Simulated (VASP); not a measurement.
# Settings for AgCl: self-consistent run

AgCl, Fm-3m (no. 225), 2 atoms in the cell. HSE06; PAW potentials Ag, Cl (PBE set). VASP 6.6.1.

Wanted: energy within 2 meV/atom; gap on the mesh within 0.03 eV.

POSCAR:
```
AgCl
1.0
    0.0000000000      2.7350000000      2.7350000000
    2.7350000000      0.0000000000      2.7350000000
    2.7350000000      2.7350000000      0.0000000000
Ag Cl
1 1
Direct
    0.0000000000      0.0000000000      0.0000000000
    0.5000000000      0.5000000000      0.5000000000
```

## How exact exchange is summed

| How exact exchange is summed | Energy less reference (meV/atom) | Gap on the mesh (eV) | Time (s) |
|---|---|---|---|
| default | 0.0 | 2.407 | 117 |
| NKREDX = 2 | -11.7 | 2.429 | 78 |
| NKREDY = 2 | -10.3 | 2.429 | 84 |
| NKREDZ = 2 | -32.5 | 2.427 | 85 |
| EVENONLY = T | -4.7 | 2.404 | 69 |
| ODDONLY = T | 22.4 | 2.405 | 72 |
| LMAXFOCK = 2 | 110.0 | 2.386 | 99 |
| LMAXFOCK = 6 | 0.0 | 2.407 | 122 |

Chosen: default; no other choice that stays within half of the tolerance saves 30 % of the time.

## The input

INCAR.step1:
```
SYSTEM = AgCl
ALGO = Normal ; EDIFF = 1E-5
ENCUT = 450 ; GGA = PE
ISIF = 2 ; ISMEAR = 0
LASPH = .TRUE. ; LCHARG = .FALSE.
LREAL = .FALSE. ; LWAVE = .TRUE.
NELM = 100 ; PREC = Accurate
SIGMA = 0.02
```

INCAR.step2, as INCAR.step1 but for:
```
- EDIFF = 1E-5
- LWAVE = .TRUE.
+ EDIFF = 1E-7
+ HFSCREEN = 0.2
+ ISTART = 1
+ LHFCALC = .TRUE.
+ LWAVE = .FALSE.
+ PRECFOCK = Fast
```

KPOINTS:
```
k-points
0
Gamma
  4 4 4
```

Commands (each step's output is kept before the next begins):
```
cat potpaw_PBE.64/Ag/POTCAR potpaw_PBE.64/Cl/POTCAR > POTCAR
cp INCAR.step1 INCAR
mpirun -np 1 vasp_std > vasp.out
cp INCAR.step2 INCAR
mpirun -np 1 vasp_std > vasp.out
```

The chosen input took VASP 6.6.1 117 s on 1 core (Intel Xeon Platinum 8259CL @ 2.50GHz (Skylake/Cascade Lake)), a shared host.

## An input that fails: NKRED = 2 on an odd mesh

VASP's message: internal error in FOCK_FCC: number of k-points incorrect 1 27 2 2 2 If you are not a developer, you should not encounter this problem. Please submit a bug report.

k mesh: 4 × 4 × 4 becomes 3 × 3 × 3.

Changes against the starting input:
```
(all steps)
+ NKRED = 2
(KPOINTS)
-k-points
+Automatic mesh
-  4 4 4
+  3 3 3
+  0 0 0
```
